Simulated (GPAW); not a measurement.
## Si2Mo: single point with PBE

Si2Mo:

```
Mo Si
1.0
    -1.60000    1.60000    3.93050
     1.60000   -1.60000    3.93050
     1.60000    1.60000   -3.93050
Mo Si
1 2
Direct
  0.00000 0.00000 0.00000
  0.66700 0.66700 0.00000
  0.33300 0.33300 0.00000
```

```json
{
 "Program": "GPAW 26.7.0",
 "Task": "single point",
 "Functional": "PBE",
 "Potentials or basis": "GPAW PAW data sets (gpaw-data 1.2.1)",
 "Cutoff": "600 eV",
 "Basis": "pw",
 "k mesh": "12 × 12 × 12",
 "Occupations": "gaussian, width 0.018 eV",
 "Spin": "no spin polarisation"
}
```

```json
{
 "Pressure": "2.8 GPa",
 "Largest force": "0.263 eV/Å",
 "Band gap on the k mesh": "none (metal or under the smearing width)"
}
```

Forces on the atoms (eV/Å):
```
Mo   0.000  0.000  0.000
Si   0.000  0.000 -0.263
Si   0.000  0.000  0.263
```

Stress tensor (GPa, compression positive):
```
3.18 0.00 0.00
0.00 3.18 0.00
0.00 0.00 2.13
```

Levels at points of the mesh, in eV from the Fermi level:
| k point | band 9 | band 10 | band 11 | band 12 | band 13 | band 14 |
| --- | --- | --- | --- | --- | --- | --- |
| (0.00, 0.00, 0.00) | -2.69 | -2.69 | 0.36 | 3.03 | 3.07 | 3.59 |
| (0.50, 0.00, 0.50) | -2.64 | -2.53 | -0.56 | 2.17 | 2.98 | 3.95 |
| (0.50, 0.50, 0.00) | -4.52 | -3.09 | -1.20 | 2.22 | 2.63 | 2.96 |
| (0.50, 0.50, 0.50) | -0.63 | -0.63 | -0.58 | -0.58 | 0.50 | 4.59 |

Wall time 2.7 min on 1 thread of Arm Neoverse V1, on a shared host, peak memory 0.28 GiB.
